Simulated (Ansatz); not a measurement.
Theory: Ansatz, DFT PBE, scalar-relativistic, plane waves, PAW. All cells share a 420 eV cutoff and Γ-centred k meshes spaced at most about 0.3 Å⁻¹ (about 0.25 or finer for metals, 2π included). No spin polarisation.

Temperature and zero-point effects are left out.

Question: Which of these relaxed structures of In6As is the lowest in energy?
A.

```xyz
7
Lattice="5.2216 3.0147 2.0717 -5.2216 3.0147 2.0717 0.0000 -6.0293 2.0717" Properties=species:S:1:pos:R:3 pbc="T T T"
In    1.3413    1.6596    1.9188
In   -1.3413   -1.6596    4.2962
In    0.7666   -1.9914    1.9188
In   -0.7666    1.9914    4.2962
In    2.1079   -0.3318    4.2962
In   -2.1079    0.3318    1.9188
As    0.0000    0.0000    0.0000
```

B.

```xyz
7
Lattice="0.0000 4.6211 4.6211 4.6211 0.0000 4.6211 4.6211 4.6211 0.0000" Properties=species:S:1:pos:R:3 pbc="T T T"
In    2.3106    2.3106    4.6211
In    2.3106    4.6211    2.3106
In    2.3106    2.3106    0.0000
In    2.3106    0.0000    2.3106
In    4.6211    2.3106    2.3106
In    0.0000    2.3106    2.3106
As    0.0000    0.0000    0.0000
```

Answer: A. The other, B, lies 56 meV/atom higher. Forms: A R-3; B Fm-3m. Counting In atoms around As (those within 1.25 times the shortest such distance or 1.15 times the sum of covalent radii; the shortest distance is added where it is long for a bond): A has As 6; B has As 12 from 3.3 Å. Both come from invented guesses. The lowest form computed isn't among them: it has space group R-3 (No. 148), 27.3 Å³/atom and lies 14 meV/atom below the best shown.

Cells relaxed within their symmetry can be saddle points. Some types were kept out of the candidates beforehand, so the set may lack a known form.
